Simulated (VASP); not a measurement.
A run of VASP 6.6.1 is set up as follows.

Contents of INCAR:

```
SYSTEM = CdO
PREC = Accurate
ENCUT = 520
EDIFF = 1E-6
ISMEAR = 0
SIGMA = 0.1
LREAL = .False.
LASPH = .True.
NELM = 80
ALGO = Normal
ISIF = 2
LWAVE = .False.
LCHARG = .False.
MAGMOM = 0 0 0 0 0 0
LORBIT = 11
LSORBIT = .True.
GGA_COMPAT = .False.
GGA = PS
```

File KPOINTS:

```
Automatic mesh
0
Gamma
  16 16 16
  0 0 0
```

Contents of POSCAR:

```
CdO
1.0
    0.0000000000      2.3452000000      2.3452000000
    2.3452000000      0.0000000000      2.3452000000
    2.3452000000      2.3452000000      0.0000000000
Cd O
1 1
Direct
    0.0000000000      0.0000000000      0.0000000000
    0.5000000000      0.5000000000      0.5000000000
```

KPOINTS_OPT

```
path GXWKGLUWLK,UX
15
line-mode
reciprocal
 0.0000000000  0.0000000000  0.0000000000  G
 0.5000000000  0.0000000000  0.5000000000  X

 0.5000000000  0.0000000000  0.5000000000  X
 0.5000000000  0.2500000000  0.7500000000  W

 0.5000000000  0.2500000000  0.7500000000  W
 0.3750000000  0.3750000000  0.7500000000  K

 0.3750000000  0.3750000000  0.7500000000  K
 0.0000000000  0.0000000000  0.0000000000  G

 0.0000000000  0.0000000000  0.0000000000  G
 0.5000000000  0.5000000000  0.5000000000  L

 0.5000000000  0.5000000000  0.5000000000  L
 0.6250000000  0.2500000000  0.6250000000  U

 0.6250000000  0.2500000000  0.6250000000  U
 0.5000000000  0.2500000000  0.7500000000  W

 0.5000000000  0.2500000000  0.7500000000  W
 0.5000000000  0.5000000000  0.5000000000  L

 0.5000000000  0.5000000000  0.5000000000  L
 0.3750000000  0.3750000000  0.7500000000  K

 0.6250000000  0.2500000000  0.6250000000  U
 0.5000000000  0.0000000000  0.5000000000  X
```

Potentials or basis: VASP PAW PBE potentials, release 64 (Cd, O).

Launch:

```console
$ cat potpaw_PBE.64/Cd/POTCAR potpaw_PBE.64/O/POTCAR > POTCAR
$ mpirun -np 1 vasp_ncl > vasp.out
```

(1) Predict the pressure.

(2) Estimate the net moment.

Answers

(1) 1.6 GPa.

(2) 0.00 μB per cell.

Caveat: the PAW data sets were made with another functional, which shifts forces and pressure a little.
